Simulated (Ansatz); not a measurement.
**Structure types of Ba compared at 2.8 GPa**

Structure types of Ba are relaxed in primitive cells with their symmetry kept at 2.8 GPa, first on PAW files, then by LAPW. The enthalpy is E + pV at zero temperature, without zero-point motion. Only the types listed were tried, and differences under about 5 meV/atom are mesh noise.

Computed with Ansatz 0.2.0; functional PBE, scalar-relativistic. Settings: Fermi–Dirac smearing of 0.05 eV, no spin polarisation. Methods: LAPW: all electrons, basis error target 0.5 meV/atom; PAW: frozen-core files, cutoff 420 eV.

k meshes: fcc 11×11×11, bcc 12×12×12, hcp 11×11×6, diamond 9×9×9, beta tin 11×11×11, omega 6×6×8.

Spin–orbit coupling is left out, which matters for the heavy atoms.

| start type | ends as | a, b, c (Å) | V (Å³/atom) | H − H(lowest), LAPW (meV/atom) |
| --- | --- | --- | --- | --- |
| fcc | fcc, Fm-3m | 5.834, 5.834, 5.834 | 49.64 | 24.5 |
| bcc | bcc, Im-3m | 4.643, 4.643, 4.643 | 50.05 | 0.0 |
| hcp | hcp, P6_3/mmc | 4.135, 4.135, 6.635 | 49.12 | 6.2 |
| diamond | diamond, Fd-3m | 7.239, 7.239, 7.239 | 47.42 | 872.7 |
| beta tin | beta tin, I4_1/amd | 7.026, 7.026, 3.833 | 47.30 | ? |
| omega | omega, P6/mmm | 6.633, 6.633, 3.934 | 49.97 | ? |

Task: Give the missing entry: row "beta tin", column "H − H(lowest), LAPW (meV/atom)".

Result: 122.4.

Task: Give the missing entry: row "omega", column "H − H(lowest), LAPW (meV/atom)".

Result: 57.3.

Task: Would hcp gain on bcc at higher pressure?

Result: Yes: dH/dp = V, and its volume is smaller by 0.94 Å³/atom. Held constant, that would close the gap after about 1.1 GPa more, a rough figure, since the volume difference changes with pressure.
